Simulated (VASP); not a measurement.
**H2Os: single point with HSE(alpha, omega)**

The system is H2Os.

```xyz
3
Lattice="2.4918 0.0000 0.0000 0.0000 2.4918 0.0000 0.0000 0.0000 4.6023" Properties=species:S:1:pos:R:3 pbc="T T T"
H     1.2459    1.2459    1.8181
H     1.2459    1.2459    2.7842
Os    1.2459    1.2459    0.0000
```

The cell was built by a generator and needn't be a form met in nature.

```yaml
Program: VASP 6.6.1
Task: single point
Functional: HSE(alpha, omega)
Potentials_or_basis: VASP PAW PBE potentials, release 64 (H, Os)
Cutoff: 520 eV
k_mesh: 6 × 6 × 3
Occupations: fermi-dirac, width 0.05 eV
Spin: no spin polarisation
Share_of_exact_exchange: 0.3
Grid_for_exact_exchange_PRECFOCK: Fast
Further_INCAR_settings: ALGO = Normal; EDIFF = 1e-07
```

```yaml
Pressure: -8.3 GPa
Largest_force: 0.030 eV/Å
Band_gap_on_the_k_mesh: none (metal or under the smearing width)
```

Forces in eV/Å, atoms in the order of the input:
```
H    0.000  0.000  0.030
H    0.000  0.000 -0.030
Os   0.000  0.000  0.000
```

Stress tensor (GPa, compression positive):
```
-8.85  0.00  0.00
 0.00 -8.85  0.00
 0.00  0.00 -7.15
```

Levels at points of the mesh, in eV from the Fermi level:
| k point | band 2 | band 3 | band 4 | band 5 | band 6 | band 7 | band 8 | band 9 |
| --- | --- | --- | --- | --- | --- | --- | --- | --- |
| (0.00, 0.00, 0.00) | -8.16 | -7.20 | -0.46 | 1.19 | 1.19 | 3.66 | 3.77 | 14.88 |
| (0.50, 0.00, 0.00) | -6.23 | -5.27 | -0.49 | 0.68 | 1.86 | 4.03 | 4.05 | 8.85 |
| (0.50, 0.50, 0.00) | -6.61 | -3.79 | -3.79 | 4.59 | 6.19 | 7.31 | 7.31 | 7.44 |

Wall time 3.4 min on 1 thread of Intel(R) Xeon(R) Platinum 8488C (Sapphire Rapids), on a shared host, peak memory 0.24 GiB.

Caveat: the k mesh is coarse (spacing up to 0.46 Å⁻¹), so the values aren't converged, least of all with exact exchange; the PAW data sets were made with another functional, which shifts forces and pressure a little. The run has no spin-orbit coupling, so splittings on Os are missing.
